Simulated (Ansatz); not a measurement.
Relaxing SnSe3

Theory: DFT PBE, scalar-relativistic, plane waves, PAW (Ansatz 0.2.0). Cutoff 420 eV, Γ-centred k mesh, Gaussian smearing, no spin polarisation in the final step.

The start puts SnSe3 on the Cu3Au (L1_2) structure type (Pm-3m, No. 221), with Sn in place of Au, Se in place of Cu, at a guessed volume.

```yaml
crystal:
  lattice:
    - [4.66831, 0.00000, 0.00000]
    - [0.00000, 4.66831, 0.00000]
    - [0.00000, 0.00000, 4.66831]
  atoms:
    - { symbol: Sn, position: [0.00000, 0.00000, 0.00000] }
    - { symbol: Se, position: [0.00000, 0.50000, 0.50000] }
    - { symbol: Se, position: [0.50000, 0.00000, 0.50000] }
    - { symbol: Se, position: [0.50000, 0.50000, 0.00000] }
```

Cell and atoms relax at zero pressure; the relaxation can't lower the symmetry of the start.

Energies over the elements count from the elements' standard structures at the same level, with no empirical corrections.

Problem. Which crystal results?

Solution. It keeps Pm-3m (No. 221). The result has the Cu3Au (L1_2) structure. Conventional cell: a = 4.525 Å. Sn has 12 Se at 3.20 Å; Se is coordinated by 4 Sn at 3.20 Å and 8 Se at 3.20 Å.

```xyz
4
Lattice="4.5247 0.0000 0.0000 0.0000 4.5247 0.0000 0.0000 0.0000 4.5247" Properties=species:S:1:pos:R:3 pbc="T T T"
Sn    0.0000    0.0000    0.0000
Se    0.0000    2.2624    2.2624
Se    2.2624    0.0000    2.2624
Se    2.2624    2.2624    0.0000
```

Problem. What are its volume, energy, density and gap?

Solution. The volume per atom is 23.16 Å³. The density is 6.37 g/cm³ and the energy over the elements is 0.34 eV/atom. The gap on the 10×10×10 mesh is 0 eV (a metal).

The final run used a 10×10×10 mesh on its 4-atom cell and 0.10 eV smearing. The k mesh leaves about 4 meV/atom of noise in metals. A structure relaxed within its symmetry needn't be a true minimum.

Cost: 3 runs of about 0.4 core-minutes in all, on AMD EPYC 9R45 (Zen 5) (shared hosts).